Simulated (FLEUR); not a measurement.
# CuAu3: band structure with r2SCAN

Crystal: CuAu3.

```
Au Cu
1.0
     3.98000    0.00000    0.00000
     0.00000    3.98000    0.00000
     0.00000    0.00000    3.98000
Au Cu
3 1
Direct
  0.50000 0.50000 0.00000
  0.50000 0.00000 0.50000
  0.00000 0.50000 0.50000
  0.00000 0.00000 0.00000
```

- Program: FLEUR MaX-R8.1 (later development tree)
- Task: band structure
- Functional: r2SCAN
- Potentials or basis: all-electron
- Basis: FLAPW
- Kmax: 4.1 1/bohr
- k mesh: 7 × 7 × 7
- Occupations: fermi-dirac, width 0.05 eV
- Spin: no spin polarisation
- Gmax: 12.7 1/bohr
- Muffin-tin radii: Au 2.46, Cu 2.46 bohr
- lmax: Au 10, Cu 10
- lnonsphr: Au 10, Cu 10
- Local orbitals a species: Au 5, Cu 5
- Max iterations: 80
- Mixing factor: 0.05
- Mixer: Anderson
- Mixer history: 30
- Density convergence: 0.0001 me/bohr^3

```json
{
  "Band gap along the path": "none (metal or under the smearing width)",
  "Valence electrons inside the program's atomic spheres": "Au 17.39; Cu 18.26 (radii Au 2.46, Cu 2.46 bohr)"
}
```

Levels at the corners of the path, in eV from the Fermi level:
| point | band 35 | band 36 | band 37 | band 38 | band 39 | band 40 | band 41 | band 42 |
| --- | --- | --- | --- | --- | --- | --- | --- | --- |
| Γ | -1.51 | -1.51 | -1.51 | 1.22 | 1.22 | 1.22 | 6.29 | 6.29 |
| X | -2.17 | -1.99 | -1.65 | -1.51 | 5.68 | 5.97 | 6.28 | 6.28 |
| M | -2.20 | -2.20 | -0.75 | -0.11 | -0.03 | -0.03 | 8.91 | 9.48 |
| Γ | -1.51 | -1.51 | -1.51 | 1.22 | 1.22 | 1.22 | 6.29 | 6.29 |
| R | -1.69 | -1.69 | -0.89 | -0.87 | -0.87 | -0.87 | 3.19 | 3.19 |
| X | -2.17 | -1.99 | -1.65 | -1.51 | 5.68 | 5.97 | 6.28 | 6.28 |
| M | -2.20 | -2.20 | -0.75 | -0.11 | -0.03 | -0.03 | 8.91 | 9.48 |
| R | -1.69 | -1.69 | -0.89 | -0.87 | -0.87 | -0.87 | 3.19 | 3.19 |

Core levels (eV from the Fermi level):
| atom | levels |
| --- | --- |
| 1 Au | 1s1/2 -80657.3, 2s1/2 -14217.3, 2p1/2 -13630.2, 2p3/2 -11794.4, 3s1/2 -3353.3, 3p1/2 -3090.0, 3p3/2 -2684.9, 4s1/2 -725.8, 3d3/2 -2249.2, 3d5/2 -2162.2, 4p1/2 -613.6, 4p3/2 -516.5, 4d3/2 -333.3, 4d5/2 -315.2, 4f5/2 -80.3, 4f7/2 -76.5 |
| 2 Au | 1s1/2 -80657.3, 2s1/2 -14217.3, 2p1/2 -13630.2, 2p3/2 -11794.4, 3s1/2 -3353.3, 3p1/2 -3090.0, 3p3/2 -2684.9, 4s1/2 -725.8, 3d3/2 -2249.2, 3d5/2 -2162.2, 4p1/2 -613.6, 4p3/2 -516.5, 4d3/2 -333.3, 4d5/2 -315.2, 4f5/2 -80.3, 4f7/2 -76.5 |
| 3 Au | 1s1/2 -80657.3, 2s1/2 -14217.3, 2p1/2 -13630.2, 2p3/2 -11794.4, 3s1/2 -3353.3, 3p1/2 -3090.0, 3p3/2 -2684.9, 4s1/2 -725.8, 3d3/2 -2249.2, 3d5/2 -2162.2, 4p1/2 -613.6, 4p3/2 -516.5, 4d3/2 -333.3, 4d5/2 -315.2, 4f5/2 -80.3, 4f7/2 -76.5 |
| 4 Cu | 1s1/2 -8846.5, 2s1/2 -1059.0, 2p1/2 -927.0, 2p3/2 -906.5 |

Run time: 2.2 min on 1 thread of Arm Neoverse V1, with other jobs on the host, peak memory 0.1 GiB.

Caveat: the meta-GGA is that of a development version, with a GGA for the radial functions and cores and without core tails; spin-orbit coupling is left out, which moves the levels of the heavy elements.
